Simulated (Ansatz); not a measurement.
# Co: the cost of one run

Program: Ansatz 0.2.0. Level of theory: DFT PBE, scalar-relativistic, plane waves, PAW. These are calculated values, not measurements.

## 1. The structure to begin with

Symmetry: P-3m1, No. 164, trigonal system. Conventional cell: a = 2.487 Å, b = 2.487 Å, c = 30.078 Å, α = 90.00°, β = 90.00°, γ = 120.00°. Around Co (site symmetry 3m) lie 9 Co at 2.42 to 2.49 Å. Around Co (site symmetry 3m) lie 12 Co at 2.42 to 2.55 Å.

Coordinates:

```
Co
1.0
     2.48736    0.00000    0.00000
    -1.24368    2.15412    0.00000
     0.00000    0.00000   30.07809
Co
6
Cartesian
  1.2437 0.7180 10.0000
  0.0000 1.4361 11.9515
  1.2437 0.7180 14.0633
  0.0000 1.4361 16.0148
  1.2437 0.7180 18.1266
  0.0000 1.4361 20.0781
```

Slab cut from the bulk at the bulk's listed lattice constants, lower half held.

## 2. Relaxing the atoms

Contents of input.yaml:

```yaml
crystal:
  lattice:
    - [2.48736487, 0.0, 0.0]
    - [-1.24368244, 2.15412117, 0.0]
    - [0.0, 0.0, 30.0780876226]
  atoms:
    - { symbol: Co, position: [0.66666667, 0.33333334, 0.3324679456], spin: 3.0 }
    - { symbol: Co, position: [0.33333333, 0.66666666, 0.3973493482], spin: 3.0 }
    - { symbol: Co, position: [0.66666667, 0.33333334, 0.4675592987], spin: 3.0 }
    - { symbol: Co, position: [0.33333333, 0.66666666, 0.5324407013], spin: 3.0 }
    - { symbol: Co, position: [0.66666667, 0.33333334, 0.6026506518], spin: 3.0 }
    - { symbol: Co, position: [0.33333333, 0.66666666, 0.6675320544], spin: 3.0 }
basis:
  ecutwfc: 420.0
  fft_grid_basis: typed
kpoints:
  mp_grid: { grid: [12, 12, 1] }
hamiltonian:
  xc: pbe
  pseudopotentials: { kind: paw }
scf:
  occupations: { method: gaussian, width: 0.1 }
output:
  forces: true
  eigenvalues: true
  populations: true
efield:
  axis: 3
  dipole_correction: true
  ramp_width: 0.04
magnetization:
  spin_polarized: true
relax:
  adjacent_minimum: "off"
  f_tol: 0.04
  max_steps: 40
  constraints: [{ sites: [0, 1, 2] }]
```

Launch:

```sh
> ansatz run input.yaml --threads 2 --pin off --max-ram 4423MiB --backend cpu --events-out ev --progress --plain --runs-dir out
```

What time and memory should one allow on 2 threads of Intel Xeon Platinum 8488C (Sapphire Rapids), shared host?

About 2.1 min, with a peak of 0.72 GiB.
